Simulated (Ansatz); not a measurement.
A 14-atom cell of Hf3N4 (I-43d) from a materials database at its r2SCAN geometry, run in the PAW code Ansatz at 3 levels of theory. Calculated for a static, non-magnetic cell.

The r2SCAN input:
```yaml
crystal:
  lattice:
    - [-3.3537216033, 3.3537216033, 3.3537216033]
    - [3.3537216033, -3.3537216033, 3.3537216033]
    - [3.3537216033, 3.3537216033, -3.3537216033]
  atoms:
    - { symbol: Hf, position: [0.875, 0.25, 0.125] }
    - { symbol: Hf, position: [0.125, 0.875, 0.25] }
    - { symbol: Hf, position: [0.375, 0.625, 0.75] }
    - { symbol: Hf, position: [0.25, 0.125, 0.875] }
    - { symbol: Hf, position: [0.75, 0.375, 0.625] }
    - { symbol: Hf, position: [0.625, 0.75, 0.375] }
    - { symbol: "N", position: [0.5, 0.0, 0.6297269008] }
    - { symbol: "N", position: [0.1297269008, 0.5, 0.0] }
    - { symbol: "N", position: [0.3702730992, 0.3702730992, 0.3702730992] }
    - { symbol: "N", position: [0.0, 0.1297269008, 0.5] }
    - { symbol: "N", position: [0.8702730992, 0.8702730992, 0.8702730992] }
    - { symbol: "N", position: [0.0, 0.6297269008, 0.5] }
    - { symbol: "N", position: [0.5, 0.0, 0.1297269008] }
    - { symbol: "N", position: [0.6297269008, 0.5, 0.0] }
kpoints:
  mp_grid: { grid: [6, 6, 6] }
  band_path:
    path:
      - [0.0, 0.0, 0.0]
      - [0.5, -0.5, 0.5]
      - [0.0, 0.0, 0.5]
      - [0.25, 0.25, 0.25]
    npoints: 1
hamiltonian:
  xc: r2scan
scf:
  occupations: { method: fixed }
  n_extra_bands: 7
output:
  forces: true
  stress: true
  eigenvalues: true
  write_density: true
  write_potential: true
  elf: true
  volumetric_format: npy
```

Main results, then, where recorded, the levels near the gap in eV from the Fermi energy (columns number the bands from 0), one row a point of the path (Γ, H, N, P):
```
Crystal: 14 atoms, lattice volume = 150.883 Å³
Symmetry: 24 space group operations
Space group: I-43d (ITA 220)
```
```
Basis set: ecut = 500 eV, 3805 PW (Γ)
Bands: 105, of which v1, the nominal top of the filled ones, is band 98 counted from 1 (97 counted from 0)
k-points: 16 of 216 (time reversal used)
Free energy (F): -97501.899594 eV
Fermi energy:    21.029988 eV
--- Forces (eV/Å), atoms counted from 1 ---
  atom   1  Hf      0.00000      0.00000      0.00000
  atom   2  Hf      0.00000      0.00000      0.00000
  atom   3  Hf      0.00000      0.00000      0.00000
  atom   4  Hf      0.00000      0.00000      0.00000
  atom   5  Hf      0.00000      0.00000      0.00000
  atom   6  Hf      0.00000      0.00000      0.00000
  atom   7  N     -0.00081    -0.00081      0.00081
  atom   8  N       0.00081    -0.00081    -0.00081
  atom   9  N       0.00081      0.00081      0.00081
  atom  10  N     -0.00081      0.00081    -0.00081
  atom  11  N       0.00081      0.00081      0.00081
  atom  12  N     -0.00081      0.00081    -0.00081
  atom  13  N     -0.00081    -0.00081      0.00081
  atom  14  N       0.00081    -0.00081    -0.00081
--- Stress (GPa, compression-positive) ---
        0.032103       0.000000       0.000000
        0.000000       0.032103       0.000000
        0.000000       0.000000       0.032103
  P = ⅓ Tr σ = 0.0321 GPa (0.321 kbar)
```
```tsv
band_94	band_95	band_96	band_97	band_98	band_99	band_100
-1.388	0.000	0.000	0.000	1.355	1.355	2.140
-0.588	-0.588	-0.588	-0.588	4.101	4.101	4.101
-1.656	-1.656	-0.876	-0.876	2.916	2.916	2.988
-1.857	-1.857	-1.463	-1.463	3.075	3.075	3.584
```

With r2SCAN the gap is 1.36 eV and direct, at Γ.

HSE06. Against the first input these blocks differ (the band path and keys that only write files left aside):
```yaml
kpoints:
  mp_grid: { grid: [4, 4, 4] }
hamiltonian:
  xc: hse06
```

```
Basis set: ecut = 420 eV, 2899 PW (Γ)
Bands: 105, of which v1, the nominal top of the filled ones, is band 98 counted from 1 (97 counted from 0)
k-points: 8 of 64 (time reversal used)
Exchange kernel: α = 0.2500, screened, ω = 0.2079 Å⁻¹, Wigner–Seitz truncation, v(0) = 1046.5869 eV·Å³, q-mesh 4×4×4
hybrid outer 1: dexx = +1.155e-1 eV, tail = 6.26e-3 eV
hybrid outer 2: dexx = +1.211e-5 eV, tail = 8.50e-7 eV, Δε = 1.08e-2 eV, ΔF = 1.30e-3 eV/Å
hybrid outer 3: dexx = +1.657e-8 eV, tail = 1.05e-8 eV, Δε = 1.30e-4 eV, ΔF = 1.32e-6 eV/Å
Free energy (F): -97423.371824 eV
Fermi energy:    20.620194 eV
--- Forces (eV/Å), atoms counted from 1 ---
  atom   1  Hf      0.00000      0.00000      0.00000
  atom   2  Hf      0.00000      0.00000      0.00000
  atom   3  Hf      0.00000      0.00000      0.00000
  atom   4  Hf      0.00000      0.00000      0.00000
  atom   5  Hf      0.00000      0.00000      0.00000
  atom   6  Hf      0.00000      0.00000      0.00000
  atom   7  N       0.02619      0.02619    -0.02619
  atom   8  N     -0.02619      0.02619      0.02619
  atom   9  N     -0.02619    -0.02619    -0.02619
  atom  10  N       0.02619    -0.02619      0.02619
  atom  11  N     -0.02619    -0.02619    -0.02619
  atom  12  N       0.02619    -0.02619      0.02619
  atom  13  N       0.02619      0.02619    -0.02619
  atom  14  N     -0.02619      0.02619      0.02619
--- Stress (GPa, compression-positive) ---
       -0.793495       0.000000       0.000000
        0.000000      -0.793495       0.000000
        0.000000       0.000000      -0.793495
  P = ⅓ Tr σ = -0.7935 GPa (-7.935 kbar)
```
```tsv
band_94	band_95	band_96	band_97	band_98	band_99	band_100
-1.491	0.000	0.000	0.000	1.946	1.946	2.779
-0.647	-0.647	-0.647	-0.647	4.872	4.872	4.872
-1.746	-1.746	-0.922	-0.922	3.589	3.589	3.707
-1.961	-1.961	-1.561	-1.561	3.832	3.832	4.319
```

The HSE06 gap is direct at Γ: 1.95 eV. The mean pressure at these positions is -0.8 GPa, compression counted positive. (The program warns that its thresholds are loose for a hybrid's stress.)

**Question.** Another run on the same cell gave
```
Basis set: ecut = 420 eV, 2899 PW (Γ)
Bands: 105, of which v1, the nominal top of the filled ones, is band 98 counted from 1 (97 counted from 0)
k-points: 8 of 64 (time reversal used)
hybrid outer 1: dexx = +1.528e-1 eV, tail = 6.93e-3 eV
hybrid outer 2: dexx = +1.946e-5 eV, tail = 1.65e-6 eV, Δε = 1.16e-2 eV, ΔF = 7.64e-4 eV/Å
hybrid outer 3: dexx = +3.296e-8 eV, tail = 1.00e-8 eV, Δε = 1.24e-4 eV, ΔF = 1.82e-5 eV/Å
Free energy (F): -97410.003746 eV
Fermi energy:    20.270031 eV
--- Forces (eV/Å), atoms counted from 1 ---
  atom   1  Hf      0.00000      0.00000      0.00000
  atom   2  Hf      0.00000      0.00000      0.00000
  atom   3  Hf      0.00000      0.00000      0.00000
  atom   4  Hf      0.00000      0.00000      0.00000
  atom   5  Hf      0.00000      0.00000      0.00000
  atom   6  Hf      0.00000      0.00000      0.00000
  atom   7  N       0.02620      0.02620    -0.02620
  atom   8  N     -0.02620      0.02620      0.02620
  atom   9  N     -0.02620    -0.02620    -0.02620
  atom  10  N       0.02620    -0.02620      0.02620
  atom  11  N     -0.02620    -0.02620    -0.02620
  atom  12  N       0.02620    -0.02620      0.02620
  atom  13  N       0.02620      0.02620    -0.02620
  atom  14  N     -0.02620      0.02620      0.02620
--- Stress (GPa, compression-positive) ---
       -0.619860       0.000000       0.000000
        0.000000      -0.619860       0.000000
        0.000000       0.000000      -0.619860
  P = ⅓ Tr σ = -0.6199 GPa (-6.199 kbar)
```
```tsv
band_94	band_95	band_96	band_97	band_98	band_99	band_100
-1.495	0.000	0.000	0.000	2.644	2.644	3.484
-0.655	-0.655	-0.655	-0.655	5.607	5.607	5.607
-1.760	-1.760	-0.928	-0.928	4.306	4.306	4.432
-1.977	-1.977	-1.577	-1.577	4.562	4.562	5.047
```
Which level of theory gave it?

**Answer.** It is PBE0, judged by the exchange loop and the size of the gap (a near hybrid could fit too), on 4×4×4; the blocks that differ from the first input, but for the band path:
```yaml
kpoints:
  mp_grid: { grid: [4, 4, 4] }
hamiltonian:
  xc: pbe0
```
With PBE0 the gap is 2.64 eV and direct, at Γ. With the atoms held, the mean pressure is -0.6 GPa (compression positive). The stress of a hybrid is loosely converged here.

The hybrids run on coarser meshes, which limits their stresses and small splittings of levels.

Totals of different functionals can't be compared.

Spin-orbit coupling is left out.
